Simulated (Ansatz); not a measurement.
## SrO: moving Sr off its site

SrO, Fm-3m, a = 5.140 Å (as given, not relaxed at this level: -0.9 GPa). Ansatz: PBEsol, PAW, 420 eV, Γ-centred 8×8×8 mesh on 2 atoms, Gaussian smearing 0.05 eV; no spin polarisation.

```xyz
2
Lattice="0.0000 2.5698 2.5698 2.5698 0.0000 2.5698 2.5698 2.5698 0.0000" Properties=species:S:1:pos:R:3 pbc="T T T"
Sr    0.0000    0.0000    0.0000
O     2.5698    2.5698    2.5698
```

Atom 1 (Sr) moves by x along the unit vector (0.000, 0.000, -1.000), with its periodic images; all else is held. y is the free energy of the cell over the start, F the force along the path summed over the moved atoms. Symmetry makes y even in x.

| x (Å) | y (meV) | F (eV/Å) |
| --- | --- | --- |
| -0.5000 | 509.4 | 3.11 |
| -0.2500 | 77.3 | 0.75 |
| 0.0000 | 0.0 | 0.00 |
| 0.0625 | 3.8 | -0.12 |
| 0.1250 | 16.1 | -0.28 |
| 0.1875 | 39.3 | -0.48 |
| 0.3125 | 135.6 | -1.13 |
| 0.3750 | ? | ? |
| 0.4375 | 342.1 | -2.28 |

**Question.** Fit y = c2 x² + c4 x⁴ to the energies of the other rows, give the force constant, and predict energy and force of the missing row.

**Answer.** Least squares on the rows shown. y = 970.44 x² + 4268.6 x⁴. The force constant is 2 c2 = 1.94 eV/Å² (for all images moving together, not for a lone atom). With two atoms in a cubic cell this is the optical mode at Γ without the LO field: ω = 521.5 √(2 c2/μ) = 198 cm⁻¹ for μ = 13.53 u. The force −dy/dx at the missing row is -1.63 eV/Å (computed -1.63). At x = 0.3750 the fit asked for gives 220.9 meV. The run gave 221.0 meV, so the fit is 0.1 meV too low, within twice the rms miss on the fitted rows (0.08 meV).